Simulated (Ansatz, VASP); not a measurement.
**Cross-check of ZnH4C2N4Cl2 (ZnH4C2N4Cl2 (Pca2_1)) between VASP and Ansatz**

One calculation is typed for both programs; each brings its own data sets. How far apart do they land? The structure shown is the start of the Ansatz relaxation below; VASP solves that cell, so the two are compared at the walk's first step.

Calculated with Ansatz 0.2.0; plane waves, with VASP 6.6.1 beside it; single point at r2SCAN with D4.

### 1. Starting point

The cell holds 52 atoms: 4 Zn, 16 H, 8 C, 16 N and 8 Cl. Its edges and angles: a = 13.676 Å, b = 7.371 Å, c = 7.420 Å, α = 90.0°, β = 90.0°, γ = 90.0°. It derives from ZnH4C2N4Cl2 (Pca2_1), repeated 1×1×1. As first built, before any earlier steps moved the atoms (in the runner's words): ZnH4C2N4Cl2, space group Pca2_1, measured structure (Crystallography Open Database), 1 x 1 x 1 conventional cells; every coordinate displaced by a Gaussian of 0.02 A.

Coordinates:

```xyz
52
Lattice="13.6756 0.0000 0.0000 0.0000 7.3710 0.0000 0.0000 0.0000 7.4200" Properties=species:S:1:pos:R:3 pbc="T T T"
Zn    5.7691    1.7278    5.3301
Zn    7.8799    5.6159    1.6474
Zn   12.6466    5.6605    5.3905
Zn    1.0527    1.7238    1.6554
H     9.5523    3.4981    4.5579
H     4.1453    3.8115    0.8009
H     2.7295    3.8303    4.5605
H    11.0028    3.5660    0.8227
H     8.0120    3.4025    4.6055
H     5.6457    3.9786    0.8992
H     1.2104    3.9898    4.5876
H    12.4484    3.4007    0.8760
H    10.8227    1.9845    5.5738
H     2.8159    5.4175    1.8964
H     4.0143    5.3946    5.6148
H     9.7057    2.0188    1.9130
H    10.2252    0.8800    6.3199
H     3.4579    6.5253    2.5793
H     3.3497    6.5378    6.3315
H    10.3196    0.8710    2.6076
C     8.9492    2.0181    5.5101
C     4.7189    5.3387    1.8152
C     2.0933    5.3485    5.5224
C    11.5758    1.9885    1.8482
C     7.9234    0.4041    6.7844
C     5.7737    6.9391    3.0576
C     1.1232    6.9630    6.8271
C    12.5758    0.3997    3.0921
N     8.8245    3.1064    4.8333
N     4.8628    4.2666    1.0737
N     2.0083    4.2878    4.8076
N    11.6786    3.0985    1.0968
N    10.1416    1.5382    5.8755
N     3.5454    5.8016    2.1547
N     3.2983    5.8023    5.9068
N    10.3679    1.5752    2.1426
N     7.7813    1.3660    5.8941
N     5.8664    6.0004    2.1706
N     0.9379    6.0063    5.8990
N    12.7105    1.3305    2.2204
N     8.0246    6.9721    0.1413
N     5.6882    0.3932    3.8644
N     1.1768    0.4392    0.1575
N    12.5222    6.9396    3.8947
Cl    5.5915    3.8583    4.6575
Cl    8.0715    3.5384    0.9287
Cl   12.3927    3.5084    4.6681
Cl    1.2576    3.8575    0.9587
Cl    4.5597    1.1518    7.1592
Cl    9.1222    6.2053    3.4430
Cl   11.4243    6.2221    7.1374
Cl    2.2428    1.2015    3.4475
```

### 2. Ansatz: relaxation, r2SCAN with D4

Ansatz runs on its default PAW (the set named soft_2) files.

The two programs are compared at the cell with which this relaxation starts, whose forces are those of its first step.

Contents of input.yaml:

```yaml
crystal:
  lattice:
    - [13.6756, 0.0, 0.0]
    - [0.0, 7.371, 0.0]
    - [0.0, 0.0, 7.42]
  atoms:
    - { symbol: Zn, position: [0.42185, 0.2344, 0.71834] }
    - { symbol: Zn, position: [0.5762, 0.76189, 0.22202] }
    - { symbol: Zn, position: [0.92476, 0.76794, 0.72648] }
    - { symbol: Zn, position: [0.07698, 0.23386, 0.2231] }
    - { symbol: H, position: [0.69849, 0.47458, 0.61427] }
    - { symbol: H, position: [0.30312, 0.5171, 0.10794] }
    - { symbol: H, position: [0.19959, 0.51964, 0.61462] }
    - { symbol: H, position: [0.80456, 0.48379, 0.11087] }
    - { symbol: H, position: [0.58586, 0.4616, 0.62069] }
    - { symbol: H, position: [0.41283, 0.53977, 0.12119] }
    - { symbol: H, position: [0.08851, 0.54129, 0.61828] }
    - { symbol: H, position: [0.91026, 0.46136, 0.11806] }
    - { symbol: H, position: [0.79139, 0.26923, 0.75119] }
    - { symbol: H, position: [0.20591, 0.73497, 0.25558] }
    - { symbol: H, position: [0.29354, 0.73187, 0.75671] }
    - { symbol: H, position: [0.70971, 0.27389, 0.25782] }
    - { symbol: H, position: [0.7477, 0.11939, 0.85174] }
    - { symbol: H, position: [0.25285, 0.88526, 0.34761] }
    - { symbol: H, position: [0.24494, 0.88696, 0.8533] }
    - { symbol: H, position: [0.7546, 0.11817, 0.35143] }
    - { symbol: C, position: [0.65439, 0.27379, 0.7426] }
    - { symbol: C, position: [0.34506, 0.72429, 0.24463] }
    - { symbol: C, position: [0.15307, 0.72562, 0.74426] }
    - { symbol: C, position: [0.84646, 0.26977, 0.24908] }
    - { symbol: C, position: [0.57938, 0.05482, 0.91434] }
    - { symbol: C, position: [0.42219, 0.94141, 0.41208] }
    - { symbol: C, position: [0.08213, 0.94465, 0.92009] }
    - { symbol: C, position: [0.91958, 0.05423, 0.41673] }
    - { symbol: "N", position: [0.64527, 0.42143, 0.65139] }
    - { symbol: "N", position: [0.35558, 0.57883, 0.1447] }
    - { symbol: "N", position: [0.14685, 0.58171, 0.64793] }
    - { symbol: "N", position: [0.85397, 0.42036, 0.14782] }
    - { symbol: "N", position: [0.74158, 0.20868, 0.79185] }
    - { symbol: "N", position: [0.25925, 0.78709, 0.29039] }
    - { symbol: "N", position: [0.24118, 0.78718, 0.79606] }
    - { symbol: "N", position: [0.75813, 0.2137, 0.28876] }
    - { symbol: "N", position: [0.56899, 0.18532, 0.79435] }
    - { symbol: "N", position: [0.42897, 0.81405, 0.29253] }
    - { symbol: "N", position: [0.06858, 0.81485, 0.79502] }
    - { symbol: "N", position: [0.92943, 0.1805, 0.29924] }
    - { symbol: "N", position: [0.58678, 0.94588, 0.01904] }
    - { symbol: "N", position: [0.41594, 0.05335, 0.52081] }
    - { symbol: "N", position: [0.08605, 0.05958, 0.02122] }
    - { symbol: "N", position: [0.91566, 0.94147, 0.52489] }
    - { symbol: Cl, position: [0.40887, 0.52344, 0.6277] }
    - { symbol: Cl, position: [0.59021, 0.48004, 0.12516] }
    - { symbol: Cl, position: [0.90619, 0.47598, 0.62913] }
    - { symbol: Cl, position: [0.09196, 0.52334, 0.12921] }
    - { symbol: Cl, position: [0.33342, 0.15626, 0.96485] }
    - { symbol: Cl, position: [0.66704, 0.84185, 0.46402] }
    - { symbol: Cl, position: [0.83538, 0.84413, 0.96191] }
    - { symbol: Cl, position: [0.164, 0.163, 0.46462] }
kpoints:
  mp_grid: { grid: [1, 1, 1] }
hamiltonian:
  xc: r2scan
  dispersion: d4
scf:
  occupations: { method: fermi_dirac, width: 0.05 }
output:
  forces: true
relax:
  f_tol: 0.05
  max_steps: 200
  cell: {}
```

Launch:

```console
> ansatz run input.yaml --threads 4 --pin off --max-ram 8192MiB --backend cpu --events-out ev --progress --plain --runs-dir out
```

Numbers of over 12 decimals in the logs are rounded to 6 here.

Log:

```text
Engine: ansatz 0.2.0, x86_64-unknown-linux-gnu
Pseudopotentials: kind: paw
Pseudopotential: Zn, paw, valence charge 12, recommended cutoff 500 eV (meta_gga), Zn.paw.azcp
Pseudopotential: H, paw, valence charge 1, recommended cutoff 500 eV (meta_gga), H.paw.azcp
Pseudopotential: C, paw, valence charge 4, recommended cutoff 500 eV (meta_gga), C.paw.azcp
Pseudopotential: N, paw, valence charge 5, recommended cutoff 500 eV (meta_gga), N.paw.azcp
Pseudopotential: Cl, paw, valence charge 7, recommended cutoff 500 eV (meta_gga), Cl.paw.azcp
Functional definition: r2SCAN
  parameter k0 = 0.174
  parameter k1 = 0.065
  parameter a1 = 4.9479
  exchange = r2scan_x(k0 = k0, k1 = k1, a1 = a1)
  correlation = r2scan_c
Crystal: 52 atoms, lattice volume = 747.957 Å³
Basis set: ecut = 500 eV, 19041 PW (Γ), exchange–correlation on 400×216×240 points (64 copies of the dense FFT grid, shifted against one another)
Bands: 168, of which v1, the nominal top of the filled ones, is band 116 counted from 1 (115 counted from 0)
Symmetry: 1 space group operations
Space group: P1 (ITA 1), of the structure as read, at distance tolerance 9.1e-5 Å
k-points: 1
Non-local potential: Zn, projectors of the file, l = 0: 2, l = 1: 2, l = 2: 3, l = 3: 1
Non-local potential: H, projectors of the file, l = 0: 2, l = 1: 1
Non-local potential: C, projectors of the file, l = 0: 2, l = 1: 2, l = 2: 1
Non-local potential: N, projectors of the file, l = 0: 2, l = 1: 2, l = 2: 1
Non-local potential: Cl, projectors of the file, l = 0: 2, l = 1: 2, l = 2: 2
PAW form: soft (Blöchl's): semilocal exchange-correlation on the pseudo side does not see the compensation charge
PAW frozen core: Zn, regenerated for the run's functional (the file was generated under x = pbe(κ = 0.804, μ = 0.219515), c = pbe(β = 0.066725))
PAW frozen core: C, regenerated for the run's functional (the file was generated under x = pbe(κ = 0.804, μ = 0.219515), c = pbe(β = 0.066725))
PAW frozen core: N, regenerated for the run's functional (the file was generated under x = pbe(κ = 0.804, μ = 0.219515), c = pbe(β = 0.066725))
PAW frozen core: Cl, regenerated for the run's functional (the file was generated under x = pbe(κ = 0.804, μ = 0.219515), c = pbe(β = 0.066725))
PAW one-centre angular grid: Zn, 590 points (default); XC on 261 of its mesh's 2673 points in the sphere
PAW one-centre angular grid: H, 302 points (default); XC on 160 Gauss nodes
PAW one-centre angular grid: C, 302 points (default); XC on 239 of its mesh's 2573 points in the sphere
PAW one-centre angular grid: N, 302 points (default); XC on 160 Gauss nodes
PAW one-centre angular grid: Cl, 302 points (default); XC on 160 Gauss nodes
Initial density: superposition of atomic densities (neutral atoms: chi_scale 0, normalization atom), corrected by the library's trained network
Initial wavefunctions: pseudopotential atomic-orbital guess
Functional: x = r2scan, c = r2scan; τ floored in thin density (d = 2e-4 eV/Å³)
SCF iter   1: F=—  HF=-30408.969089 eV  |F-HF|=—  |Δ(HF+E_count)|=         —  Δρ=9.81e-3  dr2=3.99e-1  dr2_τ=6.79e0  ethr=1.77e-3  ⟨swp⟩=6.0  Hψ=755  notcnv=0  defer=22
preconditioner: auto → Resta (q_TF=auto, 2.245 Å⁻¹)  ε∞=2.7  [insulator: Δε(μ)=5.169 eV  Ē_g=15.796 eV  σ=0.050 eV  W_gap=1.00  n_scr=148 (ndim 8)  ℏωp=20.7 eV  f_vac=0.191  D(μ)=0.00/eV (n_scr^D=0)  ε∞_Penn≈2.7]
SCF iter   2: F=—  HF=-30408.147650 eV  |F-HF|=—  |Δ(HF+E_count)|=   8.21e-1  Δρ=4.06e-3  dr2=6.60e-2  dr2_τ=7.63e-3  ethr=1.72e-4  ⟨swp⟩=2.0  Hψ=319  notcnv=0  defer=43
SCF iter   3: F=—  HF=-30408.135249 eV  |F-HF|=—  |Δ(HF+E_count)|=   1.24e-2  Δρ=2.59e-3  dr2=2.32e-2  dr2_τ=9.66e-4  ethr=2.84e-5  ⟨swp⟩=2.0  Hψ=213  notcnv=0  defer=10
automatic band count: iteration 3 solves 135 bands in place of 168: the levels show a gap, and the empty bands left out lie too high to hold charge; the band table lists the bands solved (type scf.n_extra_bands for more)
SCF iter   4: F=—  HF=-30408.128207 eV  |F-HF|=—  |Δ(HF+E_count)|=   7.04e-3  Δρ=4.29e-4  dr2=1.49e-3  dr2_τ=3.19e-4  ethr=9.99e-6  ⟨swp⟩=3.0  Hψ=313  notcnv=0  defer=10
SCF iter   5: F=—  HF=-30408.128326 eV  |F-HF|=—  |Δ(HF+E_count)|=   1.19e-4  Δρ=1.57e-4  dr2=1.99e-4  dr2_τ=2.34e-5  ethr=6.43e-7  ⟨swp⟩=2.0  Hψ=241  notcnv=0  defer=10
SCF iter   6: F=—  HF=-30408.128535 eV  |F-HF|=—  |Δ(HF+E_count)|=   2.09e-4  Δρ=6.65e-5  dr2=4.62e-5  dr2_τ=4.18e-6  ethr=8.59e-8  ⟨swp⟩=2.0  Hψ=228  notcnv=0  defer=10
SCF iter   7: F=—  HF=-30408.128844 eV  |F-HF|=—  |Δ(HF+E_count)|=   3.09e-4  Δρ=4.69e-5  dr2=2.04e-5  dr2_τ=2.54e-6  ethr=1.99e-8  ⟨swp⟩=2.0  Hψ=237  notcnv=0  defer=10
SCF iter   8: F=—  HF=-30408.128846 eV  |F-HF|=—  |Δ(HF+E_count)|=   2.46e-6  Δρ=1.01e-5  dr2=1.10e-6  dr2_τ=1.02e-7  ethr=8.80e-9  ⟨swp⟩=2.0  Hψ=237  notcnv=0  defer=10
[...]
SCF converged after 6 iterations
Free energy (F): -30420.612631 eV
Harris-Foulkes:  -30420.612631 eV  (|F-HF|=2.33e-10)
Internal energy: -30420.612631 eV  (E = F + TS)
E sigma→0 (E₀):  -30420.612631 eV
Fermi energy:    3.003066 eV
--- Per-component energies (eV) ---
  E_band       = -1450.971406
  E_kinetic    = 4857.192244
  E_local      = -20183.398259  (includes V_loc(G=0)·N_el)
  E_nonlocal   = 3690.668085
  E_hartree    = 7675.443422
  E_xc         = -2776.006138
  E_vxc        = -3344.736102  (∫ρ·V_xc dr)
  E_paw        = -15634.045603  (= ΣΔE_a)
  E_vpaw       = -2018.060885  (= ΣTr[D̂ρ^β])
  E_aug_tail   = -0.006905  (compensation charges beyond the density's cutoff)
  E_vtau       = 196.484379  (kinetic-family band-sum trace: ∫τ·v_τ [+ j·A + Jᵃ·Aᵃ] dr)
  E_ewald      = -8045.727563
  E_disp       = -2.238962  (pairwise vdW)
  E_core_change = -2.492953  (= ΣΔE_core)
  E_smearing   = -0.000000  (= −TS)
  E_closure    = -0.000000  (closes the sum)
  Σ components = -30420.612631   (vs F -30420.612631, Δ=0.00e0)
--- Forces (eV/Å), atoms counted from 1 ---
  atom   1  Zn     0.00523070    -0.00272967    -0.00664259
  atom   2  Zn    -0.00506961     0.00247228    -0.00659766
  atom   3  Zn     0.00424971     0.00352510    -0.00614766
  atom   4  Zn    -0.00554774    -0.00448402    -0.00629572
  atom   5  H      0.00103450     0.00059792    -0.00138915
  atom   6  H      0.00033778    -0.00052897    -0.00076026
  atom   7  H     -0.00099275    -0.00118418    -0.00058799
  atom   8  H      0.00142136     0.00137018    -0.00103053
  atom   9  H      0.00017882    -0.00054649     0.00215850
  atom  10  H     -0.00130449     0.00091608     0.00157390
  atom  11  H     -0.00082186     0.00024554     0.00193778
  atom  12  H     -0.00069967     0.00015383     0.00200271
  atom  13  H      0.00177848    -0.00074993    -0.00119200
  atom  14  H     -0.00209880     0.00037411    -0.00006198
  atom  15  H      0.00286911     0.00099918     0.00114504
  atom  16  H     -0.00361613     0.00034882     0.00191863
  atom  17  H     -0.00063462    -0.00076642     0.00059709
  atom  18  H      0.00063099     0.00099631     0.00044895
  atom  19  H      0.00045192     0.00203735     0.00134537
  atom  20  H      0.00045880    -0.00114323     0.00136513
  atom  21  C      0.00267653    -0.00017750     0.00143107
  atom  22  C     -0.00318609     0.00192548     0.00180924
  atom  23  C     -0.00180367     0.00411634     0.00344822
  atom  24  C     -0.00051119    -0.00557459     0.00324393
[...]
atom  45  Cl     0.00111758    -0.00220089    -0.00122271
  atom  46  Cl    -0.00120250     0.00163436    -0.00197314
  atom  47  Cl     0.00019199     0.00099559    -0.00008184
  atom  48  Cl     0.00061357    -0.00060018    -0.00081772
  atom  49  Cl    -0.00468641    -0.00221872     0.00534306
  atom  50  Cl     0.00573931     0.00195546     0.00791613
  atom  51  Cl    -0.00454209     0.00230022     0.00532232
  atom  52  Cl     0.00569150    -0.00187909     0.00710248
  max |Σ_I F_I| component: 5.80e-5 eV/Å
--- Stress (GPa, compression-positive) ---
       -0.006862      -0.000170       0.001262
       -0.000170      -0.027881      -0.000030
        0.001262      -0.000030      -0.021731
  P = ⅓ Tr σ = -0.0188 GPa (-0.188 kbar)
--- Relaxed structure (13 steps of the walk, 13 accepted, 1 SCFs on fresh bases) ---
  F+E_penalty+E_count = -30420.61263067 eV   max|allowed force component| = 7.917e-3 eV/Å   (the final SCF, on the basis selected at the relaxed cell)
  cell:  # Å, volume = 704.7317 Å³
    - [12.980726, -0.000384871, 0.000899093]
    - [-0.000207441, 7.697505, -6.943912859006553e-5]
    - [0.000487823, -6.990073723216473e-5, 7.053016]
  atoms:
    - { symbol: Zn, position: [0.432396, 0.242225, 0.715439] }
    - { symbol: Zn, position: [0.567806, 0.757959, 0.215399] }
    - { symbol: Zn, position: [0.932387, 0.757992, 0.714859] }
    - { symbol: Zn, position: [0.067801, 0.242412, 0.214850] }
    - { symbol: H, position: [0.735299, 0.471460, 0.622378] }
    - { symbol: H, position: [0.264917, 0.528797, 0.122306] }
    - { symbol: H, position: [0.235334, 0.528876, 0.622008] }
    - { symbol: H, position: [0.764851, 0.471534, 0.122199] }
    - { symbol: H, position: [0.602012, 0.473031, 0.646033] }
    - { symbol: H, position: [0.398193, 0.527072, 0.146237] }
    - { symbol: H, position: [0.102028, 0.527286, 0.645331] }
    - { symbol: H, position: [0.898161, 0.473136, 0.145582] }
    - { symbol: H, position: [0.829614, 0.256027, 0.759699] }
    - { symbol: H, position: [0.170599, 0.744418, 0.259314] }
    - { symbol: H, position: [0.329571, 0.744172, 0.759588] }
    - { symbol: H, position: [0.670599, 0.255996, 0.259378] }
    - { symbol: H, position: [0.771879, 0.065472, 0.841988] }
    - { symbol: H, position: [0.228356, 0.934917, 0.341674] }
    - { symbol: H, position: [0.271813, 0.934638, 0.842071] }
    - { symbol: H, position: [0.728369, 0.065549, 0.341819] }
    - { symbol: C, position: [0.674418, 0.258209, 0.747379] }
    - { symbol: C, position: [0.325801, 0.742037, 0.247301] }
    - { symbol: C, position: [0.174389, 0.742029, 0.747029] }
    - { symbol: C, position: [0.825786, 0.258313, 0.247054] }
    - { symbol: C, position: [0.585833, 0.045907, 0.907486] }
    - { symbol: C, position: [0.414382, 0.954312, 0.407467] }
    - { symbol: C, position: [0.085794, 0.954395, 0.906968] }
    - { symbol: C, position: [0.914397, 0.045947, 0.406944] }
    - { symbol: N, position: [0.669672, 0.407955, 0.656415] }
    - { symbol: N, position: [0.330550, 0.592229, 0.156450] }
    - { symbol: N, position: [0.169679, 0.592378, 0.655868] }
    - { symbol: N, position: [0.830504, 0.408044, 0.156062] }
    - { symbol: N, position: [0.764796, 0.187422, 0.787613] }
    - { symbol: N, position: [0.235426, 0.812963, 0.287300] }
    - { symbol: N, position: [0.264751, 0.812738, 0.787572] }
    - { symbol: N, position: [0.735427, 0.187498, 0.287442] }
    - { symbol: N, position: [0.584060, 0.179627, 0.796136] }
    - { symbol: N, position: [0.416154, 0.820551, 0.296167] }
    - { symbol: N, position: [0.084020, 0.820644, 0.795662] }
    - { symbol: N, position: [0.916152, 0.179719, 0.295665] }
    - { symbol: N, position: [0.578686, 0.927996, 0.00918217] }
    - { symbol: N, position: [0.421548, 0.072248, 0.509127] }
    - { symbol: N, position: [0.078647, 0.072339, 0.00862601] }
    - { symbol: N, position: [0.921557, 0.927989, 0.508573] }
    - { symbol: Cl, position: [0.426150, 0.516466, 0.617780] }
    - { symbol: Cl, position: [0.574042, 0.483720, 0.117769] }
    - { symbol: Cl, position: [0.926160, 0.483772, 0.617177] }
    - { symbol: Cl, position: [0.074007, 0.516613, 0.117170] }
    - { symbol: Cl, position: [0.334436, 0.185396, 0.964859] }
    - { symbol: Cl, position: [0.665795, 0.814818, 0.464685] }
    - { symbol: Cl, position: [0.834429, 0.814679, 0.964342] }
    - { symbol: Cl, position: [0.165757, 0.185637, 0.464229] }
```

Reading the cycles: dr2 is the Hartree energy of the density residual (eV), the measure of convergence; HF is the Harris–Foulkes estimate of the energy, which meets the free energy F at convergence.

(Continued in part 2 of 2.)

[Lines on the potential files, build, host, timing and source positions are cut from VASP's logs without a mark.]

[Logs are printed without paths, hosts, clocks, repeated set-up lines and the standing remarks that a program may print on its own settings, such as how far it seeks lower states.]

[Hosts, paths, dates, database ids (printed as entryN), source tags and the programs' standing remarks are cut or masked in the printed files.]
